**Q:** I have one bulk modulus for zinc-blende gallium nitride. Can I multiply it by the relative volume change to get the pressure in a strained piece?

**A:** That is Hooke's law, and the pressures calculated for the same crystal at twelve volumes let us test it. Positive pressure means compression, negative pressure means the crystal is pulled outwards.

Zinc-blende GaN at twelve volumes under uniform strain, calculated with Ansatz 0.2.0 using density functional theory (r2SCAN), plane waves and PAW potentials. The two-atom cells were treated without spin polarisation, with a 500 eV wave cutoff, a 10×10×10 k mesh and fixed occupations. Pressure is positive in compression.

```csv
volume (Å³/atom),shortest distance (Å),pressure (GPa)
9.725,1.849,43.03
9.789,1.853,40.63
9.973,1.864,34.24
10.064,1.870,31.27
10.381,1.889,21.84
11.037,1.928,6.32
11.091,1.931,5.25
11.375,1.948,0.00
11.719,1.967,-5.50
12.071,1.987,-10.27
12.430,2.006,-14.37
13.410,2.057,-22.54
```

The crystal is free of pressure at 11.375 Å³ per atom. The two rows next to that one give a bulk modulus of about 197 GPa. With this value Hooke's law predicts 29 GPa for the smallest cell, where the calculation gives 43 GPa. For the largest cell it predicts a tension of 35 GPa instead of 23 GPa.

**Q:** Could I have noticed that without knowing the right law?

**A:** Yes. In every strained row, divide the pressure by the relative volume change and reverse the sign. Hooke's law demands the same number every time, but the quotient falls at every step, from 297 GPa in the smallest cell to 126 GPa in the largest.

A straight line through all twelve rows gives a second warning. It assigns about 5 GPa to the cell that has no pressure, and it runs below the calculated values at both ends. Scatter would not produce such a pattern; a curve forced onto a line does.

**Q:** Why should a crystal be stiffer when squeezed than when stretched?

**A:** Its bond length is a compromise. Attraction draws gallium and nitrogen together, while the Pauli principle makes it costly for their electron clouds to overlap. That repulsion has a short range, so it changes much faster with distance than the attraction does.

Stiffness measures how sharply the energy curve bends upwards. The steep repulsion supplies that bend, while the attraction, which weakens with distance, works against it. Squeezing brings more repulsion into play, so each further step costs more pressure than the last. Stretching lets the repulsion fade, so each further step adds less tension. The energy well is therefore steep on the inside and shallow on the outside, whereas Hooke's law replaces it by a parabola that is symmetric in the volume. The total energies show the lopsided well directly: shortening the bond by 5.1% costs 0.386 eV per pair of atoms, while lengthening it by 5.6% costs only 0.332 eV. A smaller part of the failure is plain geometry, because volume goes as the cube of the bond length, so even a well symmetric in bond length would be expected to stiffen somewhat under compression. Tracing the lopsidedness to repulsion is a theoretical argument, since the table doesn't separate repulsion from attraction. It carries over to many other solids, but not to all: some open frameworks, whose links can bend, soften under pressure.

**Q:** Perhaps the crystal has a constant stiffness and I am only measuring strain badly?

**A:** That can be tested by referring each small volume change to the current volume instead of the original one. The pressure then follows the logarithm of the volume, with the modulus still constant. The prediction for the smallest cell rises only to 31 GPa, still far short of 43 GPa. So the bulk modulus, taken at the current volume, has to change. The choice of strain measure still matters, as the next formula shows.

**Q:** Is there a simple formula that lets it change?

**A:** Take a repulsive energy that falls as 1/r⁴ and an attractive one that falls as 1/r², where r is the bond length. The pressure must vanish at the equilibrium length, which fixes the ratio of the two terms. The bulk modulus B₀ fixes their overall size. Differentiating the energy with respect to volume gives the second-order Birch–Murnaghan equation,

P = (3/2) B₀ (y⁷ − y⁵),

where P is the pressure and y is the equilibrium bond length divided by the actual one. The two energy terms combine into a multiple of (y² − 1)² plus a constant, so this is again a parabola with a single constant, but in the Eulerian strain (y² − 1)/2 rather than in the volume.

For the smallest cell, y is the cube root of 11.375/9.725, or 1.0536. The bracket is then 1.441 − 1.298 = 0.143, and P = 1.5 × 197.4 GPa × 0.143 ≈ 42 GPa. This row played no part in setting B₀, and the calculated pressure is 43 GPa.

**Q:** Does it work as well under tension?

**A:** Not quite. In the largest cell it gives about 4% too much tension, its worst relative error among the strained rows. The formula fixes the rise of the modulus with pressure at 4 GPa per GPa, while the rows next to zero pressure give about 4.2, so it is expected to lie below the calculated pressure at both ends, as it does. The powers 4 and 2 are a convenient choice, not measured force laws, so the agreement supports a lopsided well without proving its exact shape. The printed analysis after this exchange compares the formulas row by row.

**Q:** How do I know that the calculated pressures aren't at fault?

**A:** The total energies of the same calculations provide a check. Compressing the crystal to the smallest cell costs 0.386 eV per pair of atoms, and adding up the pressures over the volume change gives 0.390 eV. Hooke's law gives only 0.295 eV. Energy and pressure agree with each other and disagree with the parabola. This shows that the calculation is consistent, not that its density functional matches experiment, for which the table has no measured values.

**Q:** So when may I still use my single modulus?

**A:** For small strains. The relative error of Hooke's law starts at about 2.6 times the relative volume change, where a well symmetric in bond length would be expected to give a factor of only 1. It reaches roughly a tenth when the volume has changed by about 4%, or the edge by a little over 1%, and somewhat sooner under tension, where it is already 8.6% at a 3% expansion. Beyond that, and within the range of volumes tested here, use the curved formula, provided the crystal is squeezed or stretched equally in all directions, as every cell here was.

At the highest pressures there is a further limit. The calculation keeps the zinc-blende arrangement throughout, whereas real gallium nitride changes to the rocksalt structure at several tens of gigapascals. The curve describes the compressed zinc-blende crystal, not whether it survives.

Printed output of the fit:

```
Bulk modulus at zero pressure, GPa: 197.4
Growth of relative error of Hooke's law per relative volume change: 2.606
Pressure derivative of the bulk modulus, from the neighbours: 4.213
Volume change at which Hooke's law is off by about a tenth, percent: 3.837
Pressures in GPa (secant modulus of the zero row is interpolated):
     row  volume change %  bond change %  secant modulus   Hooke  constant true modulus  miss of constant modulus  Birch-Murnaghan  miss of Birch-Murnaghan
   9.725           -14.51         -5.082           296.6   28.64                  30.94                    -12.09            42.35                  -0.6801
   9.789           -13.94         -4.877           291.4   27.53                  29.65                    -10.98            40.05                   -0.583
   9.973           -12.33         -4.312           277.8   24.33                  25.97                    -8.271            33.79                  -0.4453
  10.064           -11.53         -4.004           271.3   22.75                  24.18                    -7.094            30.89                  -0.3767
  10.381           -8.738         -3.029           249.9   17.25                  18.05                    -3.787            21.68                  -0.1608
  11.037           -2.971         -1.027           212.7   5.866                  5.955                   -0.3646            6.326                 0.005858
  11.091           -2.497        -0.8727           210.3   4.929                  4.992                   -0.2582            5.251                0.0007899
  11.375                0              0           197.4       0                      0                         0                0                        0
  11.719            3.024         0.9754           181.9  -5.971                 -5.882                   -0.3821           -5.542                 -0.04195
  12.071            6.119          2.002           167.8  -12.08                 -11.72                    -1.455           -10.41                  -0.1425
   12.43            9.275          2.977           154.9  -18.31                 -17.51                    -3.141           -14.67                  -0.2968
   13.41            17.89          5.595             126  -35.32                 -32.49                    -9.954           -23.39                  -0.8516
Hooke less computed, smallest cell, GPa: -14.39
Hooke less computed, smallest cell, percent: -33.45
Hooke less computed, largest cell, GPa: -12.78
Excess of Hooke's tension, largest cell, percent: 56.7
Excess of Hooke's tension, first expanded row, percent: 8.557
fit of pressure on 12 rows: constant 5.423 +/- 1.7, coefficient of u -214.7 +/- 16; rms 5.06, worst 13.41 -10.4, leave-one-out rms 7.18
Energy to reach smallest cell, total energies, eV per cell: 0.3864
Energy to reach smallest cell, from the pressures by trapezoids, eV per cell: 0.3902
Energy to reach smallest cell, from Hooke's law, eV per cell: 0.2949
Energy to reach largest cell, total energies, eV per cell: 0.3323
Energy to reach largest cell, from the pressures by trapezoids, eV per cell: 0.3274
Energy to reach largest cell, from Hooke's law, eV per cell: 0.4486
```
